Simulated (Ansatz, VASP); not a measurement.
**Ir: VASP beside Ansatz**

```xyz
2
Lattice="2.7193 0.0000 0.0000 -1.3597 2.3550 0.0000 0.0000 0.0000 4.4099" Properties=species:S:1:pos:R:3 pbc="T T T"
Ir    0.0000    1.5700    1.1025
Ir    1.3597    0.7850    3.3074
```

Alike in both runs: task single point; functional revPBE; k mesh 15 × 15 × 8; occupations fermi-dirac, width 0.1 eV; no spin polarisation.

|  | VASP | Ansatz |
| --- | --- | --- |
| version | VASP 6.6.1 | Ansatz 0.2.0 |
| potentials or method | VASP PAW PBE potentials, release 64 (Ir) | plane waves (420 eV) with PAW, scalar-relativistic |
| plane-wave cutoff (eV) | 520 | 420 |
| valence electrons in the cell | 18 | 34 |

|  | VASP | Ansatz | Ansatz less VASP |
| --- | --- | --- | --- |
| pressure (GPa) | 15.4 | 14.8 | -0.54 |
| largest component of the traceless stress (GPa) | 0.11 | 0.07 | -0.043 |

With one functional, cell and mesh, what is left measures potentials, basis and numerics. The two sets of potentials don't hold the same shells in valence.

Caveats: so large a pressure means that the cell lies far from this level's equilibrium, or that cutoff or potentials fall short (VASP); the potentials were made for another functional, which shifts forces and pressure (VASP). The runs have no spin-orbit coupling, so splittings on Ir are missing.
